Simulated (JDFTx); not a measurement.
# Ca under changes of volume

One of the cells (43.632 Å³/atom); the others are scaled copies at fixed shape and fractional positions:

```
Ca
1.0
     0.00000    2.79420    2.79420
     2.79420    0.00000    2.79420
     2.79420    2.79420    0.00000
Ca
1
Cartesian
  0.0000 0.0000 0.0000
```

- Program: JDFTx 1.7.0 (patched build)
- Functional: r2SCAN
- Potentials or basis: SG15-PBE-1.2 with smoothed tails
- Cutoff: 1088 eV
- Density cutoff: 4354 eV
- k mesh: 8 × 8 × 8
- Occupations: fermi-dirac, width 0.05 eV
- Spin: no spin polarisation

| volume (Å³/atom) | energy over the lowest point (meV/atom) | pressure (GPa) |
| --- | --- | --- |
| 41.014 | ? | ? |
| 41.886 | 2.47 | 0.6 |
| 42.759 | 0.23 | 0.2 |
| 43.632 | 0.00 | -0.1 |
| 44.504 | 1.61 | -0.5 |
| 45.377 | 4.91 | -0.8 |
| 46.250 | 9.77 | -1.0 |

Q: What does the run at 41.014 Å³/atom give?

A: Energy over the lowest point 6.90 meV/atom; pressure 1.0 GPa.

Worked out: A Birch-Murnaghan fit of order 3 (a polynomial in V^(-2/3)) to the other rows has its minimum at 43.30 Å³/atom with B0 = V·E''(V) = 17.3 GPa and B' = 3.2. It gives 6.89 meV/atom at 41.014 Å³/atom, against the run's 6.90, and -dE/dV = 1.0 GPa, against 1.0.

Energies are extrapolated to zero smearing.

Caveats: the potentials were made for another functional, which shifts forces and pressure.
